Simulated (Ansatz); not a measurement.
Crystal: GaN.

```xyz
2
Lattice="0.0000 2.2535 2.2535 2.2535 0.0000 2.2535 2.2535 2.2535 0.0000" Properties=species:S:1:pos:R:3 pbc="T T T"
Ga    0.0000    0.0000    0.0000
N     1.1268    1.1268    1.1268
```

The cell is a database's computed one.

- Program: Ansatz 0.2.0
- Task: relaxation of cell and atoms
- Functional: PBEsol
- Dispersion: D4
- Potentials or basis: all-electron LAPW, scalar-relativistic
- Basis error allowed: 0.001 eV/atom
- k mesh: 10 × 10 × 10
- Occupations: fermi-dirac, width 0.05 eV
- Spin: no spin polarisation

At the start: volume 11.44 Å³/atom.

Problem. How do energy, volume and symmetry change on relaxing?

Solution. Over 5 steps the energy falls by 3.6 meV/atom and the volume is 11.18 Å³/atom (-2.3 %); space group F-43m (No. 216, to 0.05 Å).

Step by step:
```
step  energy change (eV)  largest force (eV/Å)  volume (Å³)
   1              0.0000                0.0000        22.89
   2             -0.0059                0.0000        22.58
   3             -0.0071                0.0000        22.36
   4             -0.0071                0.0000        22.37
   5             -0.0071                0.0000        22.37
```

Final structure:
```xyz
2
Lattice="0.0000 2.2363 2.2363 2.2363 0.0000 2.2363 2.2363 2.2363 0.0000" Properties=species:S:1:pos:R:3 pbc="T T T"
Ga    0.0000    0.0000    0.0000
N     1.1181    1.1181    1.1181
```
